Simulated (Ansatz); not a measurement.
ZrS2: how strain makes field gradients

```yaml
crystal:
  lattice:
    - [3.63000, 0.00000, 0.00000]
    - [-1.81500, 3.14367, 0.00000]
    - [0.00000, 0.00000, 5.85000]
  atoms:
    - { symbol: Zr, position: [0.00000, 0.00000, 0.00000] }
    - { symbol: S, position: [0.33333, 0.66667, 0.24920] }
    - { symbol: S, position: [0.66667, 0.33333, 0.75080] }
```

Atoms are numbered in the order listed.

The conventional cell has a = 3.630 Å, b = 3.630 Å, c = 5.850 Å, α = 90.00°, β = 90.00°, γ = 120.00°. Zr (atom 1) is surrounded by 6 S at 2.55 Å. S (atom 2) is surrounded by 3 Zr at 2.55 Å.

The cell is COD entry 5910006, as deposited and not checked against the literature; nothing was relaxed.

The calculation used DFT, PBEsol, all-electron PAW with datasets made for the crystal, scalar-relativistic in Ansatz 0.2.0.

The runs use a Γ-centred 10×10×5 k mesh, Fermi–Dirac smearing of 0.01 eV, cutoff 240 eV (chosen by the program for this cell), no spin polarisation.

The cell is scaled evenly. Fractional coordinates are held (clamped ions).

The columns are Cartesian components of the electric field gradient at the nuclei, in 10²¹ V/m².

No spin–orbit coupling: at heavy atoms the gradients can be off by tens of per cent for that reason.

Only quantities that a quadratic follows smoothly over the whole series are listed; rougher ones are left out.

```csv
ln(V/Vcell),Vzz at Zr1,Vzz at S2
-0.0202,-1.62,0.18
-0.0101,-1.55,0.15
0.0000,-1.49,0.13
0.0100,-1.43,0.11
0.0392,-1.25,0.04
0.0583,-1.14,0.00
```

Task: Fit the series and give the gradient–strain slopes.

Result: Least-squares fits y = p0 + p1 x + p2 x² to the rows give Vzz at Zr1: p1 = 6.27, p2 = -4.5; Vzz at S2: p1 = -2.33, p2 = 1.6. The slopes p1 are in 10²¹ V/m² per unit strain, for clamped ions.

Task: One run, at ln(V/Vcell) = 0.0198, is withheld. Predict its row.

Result: The fits give -1.37, 0.08; the run gave -1.37, 0.08.
